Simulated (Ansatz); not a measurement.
# HgS (F-43m): the size of the finite step

```xyz
2
Lattice="0.0000 2.9060 2.9060 2.9060 0.0000 2.9060 2.9060 2.9060 0.0000" Properties=species:S:1:pos:R:3 pbc="T T T"
Hg    0.0000    0.0000    0.0000
S     4.3590    4.3590    4.3590
```

Conventional cell: a = 5.812 Å, b = 5.812 Å, c = 5.812 Å, α = 90.00°, β = 90.00°, γ = 90.00°. Around Hg (atom 1) lie 4 S at 2.52 Å. S (atom 2) has 4 Hg at 2.52 Å as nearest neighbours.

Computed, not measured; unless marked otherwise by LDA, PAW on Ansatz 0.2.0's default frozen-core files (fitted under PBE), scalar-relativistic. k mesh 14×14×14, strains of ±0.003, Fermi-Dirac smearing of 0.050 eV, cutoff 420 eV. The cell was relaxed by PAW under this functional.

(1) Elastic constants come from stresses at strains of ±0.003 (two-point stencil): C11 = 78.6, C12 = 61.8, C44 = 25.1 GPa. What does an amplitude of 0.0002 give?

Answers

(1) C11 = 78.6, C12 = 61.7, C44 = 25.0 GPa. Nothing moves by 1 %. Steps under 0.001 aren't safe in general, since the basis can change from cell to cell and the noise grows as 1/δ.

Caveats: frozen-core PAW files fitted under PBE, their cores solved anew for the functional of the run; the gap is closed or tiny at this level, so small that the run used smearing; responses move with mesh and smearing; no spin-orbit coupling on heavy atoms; this zinc-blende form is metastable at ambient conditions; the softest shear constant rests on one k mesh, and a soft shear can herald a distortion on cooling.
